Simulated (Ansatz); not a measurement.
## TiTe$_{2}$: all-electron results

```
Ti Te
1.0
     3.77700    0.00000    0.00000
    -1.88850    3.27098    0.00000
     0.00000    0.00000    6.49800
Ti Te
1 2
Direct
  0.00000 0.00000 0.00000
  0.66667 0.33333 0.26280
  0.33333 0.66667 0.73720
```

Atom numbers follow the list: Ti1, Te2, Te3.

The cell is COD entry 1008063, as deposited and not checked against the literature; nothing was relaxed.

No spin–orbit coupling, which matters for the heavy atoms here.

Levels of theory: DFT, PBEsol, all-electron LAPW, scalar-relativistic (Ansatz 0.2.0); DFT, PBEsol, PAW with Ansatz's default frozen-core files, scalar-relativistic (Ansatz 0.2.0).

For LAPW: a Γ-centred 13×13×7 k mesh, Fermi–Dirac smearing of 0.03 eV, basis error target 1 meV/atom, no spin polarisation. PAW takes a cutoff of 420 eV at this cell (files made with PBE, cores remade for this functional). The Ansatz runs share mesh, smearing and spin set-up. Values come from LAPW unless marked.

```json
{"Löwdin charges (with 0.19 e of the cell spilling out of the atomic basis, so their sizes and signs hang on that basis)": "Ti1 0.55, Te2 -0.18 e", "Pressure at this cell": "-22.6 kbar", "Band gap": "none: bands cross the Fermi level, a metal", "Largest force": "0.110 eV/Å on Te2", "Stress xx, yy, zz (compression positive)": "-2.61, -2.61, -1.57 GPa", "Volume per atom": "26.76 Å³"}
```

Give the computed value. Density of states at the Fermi level (0.2 eV bin).

1.34 states/eV per cell.

Predict this quantity. Bader charges (from the PAW run).

Ti1 +1.33, Te2 -0.66 e.
